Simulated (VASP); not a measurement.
# SrTiO3 (Tausonite) (Pm-3m) in VASP: a series of runs

The runs below take SrTiO3 (Tausonite) through relaxation of the atoms, relaxation of cell and atoms, with PBE+D3(BJ), PBEsol.

Program: VASP 6.6.1. These are calculated values, not measurements. Logs are shortened: lines on timing, memory, paths and dates and some standing lists are left out, and cuts for length are marked.

## Step 1: The crystal as given

The structure is cubic, space group Pm-3m (No. 221). Conventional cell: a = 3.913 Å, b = 3.913 Å, c = 3.913 Å, α = 90.00°, β = 90.00°, γ = 90.00°. Around Sr (site symmetry m-3m) lie 12 O at 2.77 Å. Around Ti (site symmetry m-3m) lie 6 O at 1.96 Å. O (site symmetry 4/mmm) has 2 Ti at 1.96 Å as nearest neighbours.

## Step 2: Relaxation of the atoms, PBE+D3(BJ)

The input, INCAR:

```
SYSTEM = SrTiO3
  ALGO = Normal
  EDIFF = 1E-7
  EDIFFG = -0.01
  ENCUT = 600
  GGA = PE
  IBRION = 2
  ISIF = 2
  ISMEAR = 0
  IVDW = 12
  LASPH = .TRUE.
  LCHARG = .FALSE.
  LREAL = .FALSE.
  LWAVE = .FALSE.
  NELM = 80
  NSW = 40
  PREC = Accurate
  SIGMA = 0.03
```

The input, KPOINTS:

```
k-points
0
G
  8 8 8
  0 0 0
```

The input, POSCAR:

```
SrTiO3                                  
1.0
    3.9133221018      0.0000000000      0.0000000000
    0.0000000000      3.9133221018      0.0000000000
    0.0000000000      0.0000000000      3.9133221018
  Sr              Ti              O             
     1     1     3
Direct
     0.5000000000000000    0.5000000000000000    0.5000000000000000
     0.0000000000000000    0.0000000000000000    0.0000000000000000
     0.5000000000000000    0.0000000000000000    0.0000000000000000
     0.0000000000000000    0.5000000000000000    0.0000000000000000
     0.0000000000000000    0.0000000000000000    0.5000000000000000
```

Potentials or basis: VASP PAW PBE potentials, release 64 (Sr_sv, Ti_sv, O).

Run with:

```console
> cat potpaw_PBE.64/Sr_sv/POTCAR potpaw_PBE.64/Ti_sv/POTCAR potpaw_PBE.64/O/POTCAR > POTCAR
> mpirun -np 1 vasp_std > vasp.out
```

OUTCAR:

```text
SYSTEM = SrTiO3
   EDIFF = 1E-7
   EDIFFG = -0.01
   ENCUT = 600
   GGA = PE
   IBRION = 2
   ISIF = 2
   ISMEAR = 0
   IVDW = 12
   LASPH = .TRUE.
   LREAL = .FALSE.
   NELM = 80
   NSW = 40
   PREC = Accurate
 IVDW          = 12

 ion  position               nearest neighbor table
   1  0.500  0.500  0.500-   3 2.77   4 2.77   5 2.77   3 2.77   4 2.77   3 2.77   5 2.77   3 2.77
                             4 2.77   5 2.77   4 2.77   5 2.77   2 3.39   2 3.39   2 3.39   2 3.39
   2  0.000  0.000  0.000-   3 1.96   4 1.96   5 1.96   5 1.96   4 1.96   3 1.96   1 3.39   1 3.39
                             1 3.39   1 3.39   1 3.39   1 3.39   1 3.39   1 3.39
   3  0.500  0.000  0.000-   2 1.96   2 1.96   1 2.77   1 2.77   1 2.77   1 2.77
   4  0.000  0.500  0.000-   2 1.96   2 1.96   1 2.77   1 2.77   1 2.77   1 2.77
   5  0.000  0.000  0.500-   2 1.96   2 1.96   1 2.77   1 2.77   1 2.77   1 2.77

  LATTYP: Found a simple cubic cell.
 ALAT       =     3.9133221018

  Lattice vectors:

 A1 = (   3.9133221018,   0.0000000000,   0.0000000000)
 A2 = (   0.0000000000,   3.9133221018,   0.0000000000)
 A3 = (   0.0000000000,   0.0000000000,   3.9133221018)

Analysis of symmetry for initial positions (statically):
=====================================================================
 Subroutine PRICEL returns:
 Original cell was already a primitive cell.

 Routine SETGRP: Setting up the symmetry group for a
 simple cubic supercell.

 Subroutine GETGRP returns: Found 48 space group operations
 (whereof 48 operations were pure point group operations)
 out of a pool of 48 trial point group operations.

The static configuration has the point symmetry O_h .

Analysis of symmetry for dynamics (positions and initial velocities):
=====================================================================
 Subroutine PRICEL returns:
 Original cell was already a primitive cell.

 Routine SETGRP: Setting up the symmetry group for a
 simple cubic supercell.

 Subroutine GETGRP returns: Found 48 space group operations
 (whereof 48 operations were pure point group operations)
 out of a pool of 48 trial point group operations.

The dynamic configuration has the point symmetry O_h .

 Subroutine INISYM returns: Found 48 space group operations
 (whereof 48 operations are pure point group operations),
 and found     1 'primitive' translations

----------------------------------------------------------------------------------------

                                     Primitive cell

  volume of cell :      59.9290

  direct lattice vectors                    reciprocal lattice vectors
     3.913322102  0.000000000  0.000000000     0.255537360  0.000000000  0.000000000
     0.000000000  3.913322102  0.000000000     0.000000000  0.255537360  0.000000000
     0.000000000  0.000000000  3.913322102     0.000000000  0.000000000  0.255537360

  length of vectors
     3.913322102  3.913322102  3.913322102     0.255537360  0.255537360  0.255537360

  position of ions in fractional coordinates (direct lattice)
     0.500000000  0.500000000  0.500000000
     0.000000000  0.000000000  0.000000000
     0.500000000  0.000000000  0.000000000
     0.000000000  0.500000000  0.000000000
     0.000000000  0.000000000  0.500000000

  ion indices of the primitive-cell ions
   primitive index   ion index
                 1           1
                 2           2
                 3           3
                 4           4
                 5           5

----------------------------------------------------------------------------------------

 KPOINTS: k-points

Automatic generation of k-mesh.
 Grid dimensions read from file:
 generate k-points for:    8    8    8

 Generating k-lattice:

  Cartesian coordinates                     Fractional coordinates (reciprocal lattice)
     0.031942170  0.000000000  0.000000000     0.125000000  0.000000000  0.000000000
     0.000000000  0.031942170  0.000000000     0.000000000  0.125000000  0.000000000
     0.000000000  0.000000000  0.031942170     0.000000000  0.000000000  0.125000000

  Length of vectors
     0.031942170  0.031942170  0.031942170

  Shift w.r.t. Gamma in fractional coordinates (k-lattice)
     0.000000000  0.000000000  0.000000000

 Subroutine IBZKPT returns following result:
 ===========================================

 Found     35 irreducible k-points:

 Following reciprocal coordinates:
            Coordinates               Weight
  0.000000  0.000000  0.000000      1.000000
  0.125000  0.000000  0.000000      6.000000
  0.250000  0.000000  0.000000      6.000000
  0.375000  0.000000  0.000000      6.000000
  0.500000  0.000000  0.000000      3.000000
  0.125000  0.125000  0.000000     12.000000
[... 16 lines left out ...]
  0.375000  0.375000  0.125000     24.000000
  0.500000  0.375000  0.125000     24.000000
 [... further k-points ...]
   k-points           NKPTS =     35   k-points in BZ     NKDIM =     35   number of bands    NBANDS=     24
   number of dos      NEDOS =    301   number of ions     NIONS =      5
   total plane-waves  NPLWV =  32768
   dimension x,y,z NGX =    32 NGY =   32 NGZ =   32
   dimension x,y,z NGXF=    64 NGYF=   64 NGZF=   64
   ions per type =               1   1   3
   NGX,Y,Z   is equivalent  to a cutoff of  13.59, 13.59, 13.59 a.u.
   NGXF,Y,Z  is equivalent  to a cutoff of  27.19, 27.19, 27.19 a.u.
 SYSTEM =  SrTiO3
   PREC   = accura    normal or accurate (medium, high low for compatibility)
   ISTART =      0    job   : 0-new  1-cont  2-samecut
   ICHARG =      2    charge: 1-file 2-atom 10-const
   ISPIN  =      1    spin polarized calculation?
   LNONCOLLINEAR =      F non collinear calculations
   LSORBIT =      F    spin-orbit coupling
   LASPH  =      T    aspherical Exc in radial PAW
   ENCUT  =  600.0 eV  44.10 Ry    6.64 a.u.   7.82  7.82  7.82*2*pi/ulx,y,z
   NELM   =     80;   NELMIN=  2; NELMDL= -5     # of ELM steps
   EDIFF  = 0.1E-06   stopping-criterion for ELM
   LREAL  =      F    real-space projection
   EDIFFG = -.1E-01   stopping-criterion for IOM
   NSW    =     40    number of steps for IOM
   IBRION =      2    ionic relax: 0-MD 1-quasi-New 2-CG
   NFREE  =      1    steps in history (QN), initial steepest desc. (CG)
   ISIF   =      2    stress and relaxation
   ISYM   =      2    0-nonsym 1-usesym 2-fastsym
   POTIM  = 0.5000    time-step for ionic-motion
   TEBEG  =    0.0;   TEEND  =   0.0 temperature during run
   PSTRESS=    0.0 pullay stress
   NELECT =      40.0000    total number of electrons
   NUPDOWN=      -1.0000    fix difference up-down
   EMIN   =  10.00;   EMAX   =-10.00  energy-range for DOS
   EFERMI =   0.00;   METHOD = LEGACY
   ISMEAR =     0;   SIGMA  =   0.03  broadening in eV -4-tet -1-fermi 0-gaus
   EFERMI_NEDOS =   21; number of points for ismear=-14 and -15
   IALGO  =     38    algorithm
   IMIX   =      4    mixing-type and parameters
     AMIX     =   0.40;   BMIX     =  1.00
     AMIX_MAG =   1.60;   BMIX_MAG =  1.00
  volume/ion in A,a.u.               =      11.99        80.88
  Fermi-wavevector in a.u.,A,eV,Ry     =   1.430702  2.703635 27.849883  2.046909
  Thomas-Fermi vector in A             =   2.550519
   LORBIT       =      0    0 simple, 1 ext, 2 COOP (PROOUT), +10 PAW based schemes
   GGA     = PE    functional components
   LHFCALC =     F    Hartree Fock is set to
   AEXX    =    0.0000 exact exchange contribution
   IVDW    =    12    specifies the selected vdW correction
   LEPSILON=     F    determine dielectric tensor
   LRPA    =     F    only Hartree local field effects (RPA)
 conjugate gradient relaxation of ions
 non-spin polarized calculation
 Gauss-broadening in eV      SIGMA  =   0.03
  energy-cutoff  :      600.00
  volume of cell :       59.93
 maximum number of plane-waves:      2021
 NGX is ok and might be reduce to    32
   NGX = 15   NGY = 15   NGZ = 15

 number of electron      39.9999977 magnetization

 Free energy of the ion-electron system (eV)
  ---------------------------------------------------
  ext. energy  EPLUGINS =         0.00000000
  ---------------------------------------------------
  free energy    TOTEN  =       -40.09423156 eV

  energy without entropy =      -40.09423156  energy(sigma->0) =      -40.09423156

 E-fermi :   4.4235     XC(G=0): -11.2369

 val. band max:        4.1112048249   @ k =   0.5000   0.5000   0.5000
 cond. band min:       5.9564029594   @ k =   0.0000   0.0000   0.0000
 fundamental gap:      1.8451981344
 Fermi energy:         4.4234649478

 k-point     1 :       0.0000    0.0000    0.0000
  band No.  band energies     occupation
      1     -52.3790      2.00000
      2     -28.6968      2.00000
      3     -28.6214      2.00000
      4     -28.6214      2.00000
      5     -28.6214      2.00000
      6     -13.2936      2.00000
[... 16 lines left out ...]
     23       5.9564      0.00000
     24       8.3722      0.00000

 k-point     2 :       0.1250    0.0000    0.0000
  band No.  band energies     occupation
      1     -52.3788      2.00000
      2     -28.7150      2.00000
      3     -28.6210      2.00000
      4     -28.6210      2.00000
      5     -28.6100      2.00000
      6     -13.2997      2.00000
[... 16 lines left out ...]
     23       6.3036      0.00000
     24       8.3754      0.00000

 k-point     3 :       0.2500    0.0000    0.0000
  band No.  band energies     occupation
      1     -52.3782      2.00000
      2     -28.7501      2.00000
      3     -28.6200      2.00000
      4     -28.6200      2.00000
      5     -28.5910      2.00000
      6     -13.3628      2.00000
[... 16 lines left out ...]
     23       7.0044      0.00000
     24       8.3808      0.00000
[... 514 lines left out ...]
 k-point    23 :       0.3750    0.3750    0.1250
  band No.  band energies     occupation
      1     -52.3762      2.00000
      2     -28.7204      2.00000
      3     -28.6780      2.00000
      4     -28.6285      2.00000
      5     -28.6143      2.00000
      6     -12.8901      2.00000
[... 16 lines left out ...]
     23       8.0790      0.00000
     24       9.7776      0.00000

 k-point    24 :       0.5000    0.3750    0.1250
  band No.  band energies     occupation
      1     -52.3760      2.00000
      2     -28.7141      2.00000
      3     -28.6777      2.00000
      4     -28.6295      2.00000
      5     -28.6265      2.00000
      6     -12.8021      2.00000
[... 16 lines left out ...]
     23       8.2248      0.00000
     24       9.8099      0.00000

 [... further k-points ...]

------------------------ aborting loop because EDIFF is reached ----------------------------------------

 Edisp (eV)   -1.31883

 E8    (eV) :    -0.5777

  FORCE on cell =-STRESS in cart. coord.  units (eV):
  Direction    XX          YY          ZZ          XY          YZ          ZX
  --------------------------------------------------------------------------------------
  -------------------------------------------------------------------------------------
  Total      -0.00734    -0.00734    -0.00734     0.00000     0.00000     0.00000
  in kB      -0.19633    -0.19633    -0.19633     0.00000     0.00000     0.00000
  external pressure =       -0.20 kB  Pullay stress =        0.00 kB

 VOLUME and BASIS-vectors are now :
 -----------------------------------------------------------------------------
  energy-cutoff  :      600.00
  volume of cell :       59.93
      direct lattice vectors                 reciprocal lattice vectors
     3.913322102  0.000000000  0.000000000     0.255537360  0.000000000  0.000000000
     0.000000000  3.913322102  0.000000000     0.000000000  0.255537360  0.000000000
     0.000000000  0.000000000  3.913322102     0.000000000  0.000000000  0.255537360

 POSITION                                       TOTAL-FORCE (eV/Angst)
 -----------------------------------------------------------------------------------
      1.95666      1.95666      1.95666         0.000000      0.000000      0.000000
      0.00000      0.00000      0.00000         0.000000      0.000000      0.000000
      1.95666      0.00000      0.00000         0.000000      0.000000      0.000000
      0.00000      1.95666      0.00000         0.000000      0.000000      0.000000
      0.00000      0.00000      1.95666         0.000000      0.000000      0.000000
 -----------------------------------------------------------------------------------
    total drift:                                0.000000      0.000000     -0.000000

  FREE ENERGIE OF THE ION-ELECTRON SYSTEM (eV)
  ---------------------------------------------------
  free  energy   TOTEN  =       -41.4130609952 eV

  energy  without entropy=      -41.4130609952  energy(sigma->0) =      -41.41306100

 reached required accuracy - stopping structural energy minimisation
```

It took 24 s on 1 thread of Intel Xeon 6975P-C (Granite Rapids), shared host; peak memory 0.22 GiB.

Results:

```
Free energy                : -41.4131 eV
Pressure after relaxing    : 0.0 GPa
Band gap on the k mesh     : 1.85 eV, indirect (least direct gap 2.20 eV)
Dispersion energy per atom : -0.264 eV
```

Final structure:
```cif
data_structure
_symmetry_space_group_name_H-M 'P 1'
_symmetry_Int_Tables_number 1
_cell_length_a 3.9133
_cell_length_b 3.9133
_cell_length_c 3.9133
_cell_angle_alpha 90.000
_cell_angle_beta 90.000
_cell_angle_gamma 90.000
_cell_volume 59.93
loop_
_atom_site_label
_atom_site_type_symbol
_atom_site_fract_x
_atom_site_fract_y
_atom_site_fract_z
_atom_site_occupancy
Sr1 Sr 0.50000 0.50000 0.50000 1
Ti1 Ti 0.00000 0.00000 0.00000 1
O1 O 0.50000 0.00000 0.00000 1
O2 O 0.00000 0.50000 0.00000 1
O3 O 0.00000 0.00000 0.50000 1
```

Levels at points of the mesh, in eV from the valence-band top:
| k point | band 18 | band 19 | band 20 | band 21 | band 22 | band 23 |
| --- | --- | --- | --- | --- | --- | --- |
| (0.00, 0.00, 0.00) | -0.36 | -0.36 | -0.36 | 1.85 | 1.85 | 1.85 |
| (0.50, 0.00, 0.00) | -1.97 | -0.73 | -0.73 | 2.01 | 3.75 | 3.75 |
| (0.50, 0.50, 0.00) | -1.56 | -1.56 | -0.09 | 3.75 | 3.75 | 4.21 |
| (0.50, 0.50, 0.50) | 0.00 | 0.00 | 0.00 | 4.42 | 4.42 | 4.42 |

Caveat: the relaxation stopped at its first step, so nothing moved.

(Part 1 of 2 ends here.)
